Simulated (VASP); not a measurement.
Zr3N4: relaxation of cell and atoms with PBE

The system is Zr3N4.

```xyz
14
Lattice="-3.3918 3.3918 3.3918 3.3918 -3.3918 3.3918 3.3918 3.3918 -3.3918" Properties=species:S:1:pos:R:3 pbc="T T T"
Zr    2.5438    0.0000    1.6959
Zr    1.6959    2.5438    0.0000
Zr    0.8479    0.0000    5.0876
Zr    5.0876    0.8479    0.0000
Zr    0.0000    1.6959    2.5438
Zr    0.0000    5.0876    0.8479
N     0.4559    0.4559    0.4559
N    -1.2400    1.2400    4.6318
N    -0.4559    2.9359    0.4559
N     4.6318   -1.2400    1.2400
N     0.4559   -0.4559    2.9359
N     2.1518    2.1518    2.1518
N     2.9359    0.4559   -0.4559
N     1.2400    4.6318   -1.2400
```

```yaml
Program: VASP 6.6.1
Task: relaxation of cell and atoms
Functional: PBE
Potentials_or_basis: VASP PAW PBE potentials, release 64 (Zr_sv, N)
Cutoff: 520 eV
k_mesh: 6 × 6 × 6
Occupations: gaussian, width 0.1 eV
Spin: no spin polarisation
Further_INCAR_settings: ALGO = Normal; EDIFF = 1e-07; IBRION = 2; POTIM = 0.3; EDIFFG = -0.005; NSW = 60; ISIF = 3
```

| Quantity | Value |
| --- | --- |
| Pressure after relaxing | 0.0 GPa |
| Band gap on the k mesh | 0.70 eV, direct |

Final structure:
```
Zr N
1.0
    -3.39176    3.39176    3.39176
     3.39176   -3.39176    3.39176
     3.39176    3.39176   -3.39176
Zr N
6 8
Direct
  0.25000 0.62500 0.37500
  0.37500 0.25000 0.62500
  0.75000 0.87500 0.12500
  0.12500 0.75000 0.87500
  0.62500 0.37500 0.25000
  0.87500 0.12500 0.75000
  0.13441 0.13441 0.13441
  0.86559 0.50000 0.00000
  0.50000 0.00000 0.36559
  0.00000 0.86559 0.50000
  0.36559 0.50000 0.00000
  0.63441 0.63441 0.63441
  0.00000 0.36559 0.50000
  0.50000 0.00000 0.86559
```

Levels at points of the mesh, in eV from the valence-band top:
```
           k point  band 53  band 54  band 55  band 56  band 57  band 58  band 59  band 60
(0.00, 0.00, 0.00)    -1.30     0.00     0.00     0.00     0.70     0.70     1.30     1.30
(0.50, 0.00, 0.00)    -1.61    -1.61    -0.85    -0.85     2.10     2.10     2.22     2.22
(0.50, 0.50, 0.50)    -0.53    -0.53    -0.53    -0.53     3.19     3.19     3.19     3.19
```

Wall time 53 s on 8 MPI ranks on Intel(R) Xeon(R) Platinum 8488C (Sapphire Rapids), with other jobs on the host, peak memory 0.38 GiB a rank.

Caveat: the relaxation stopped at its first step, so nothing moved. A k mesh can miss the band edges.
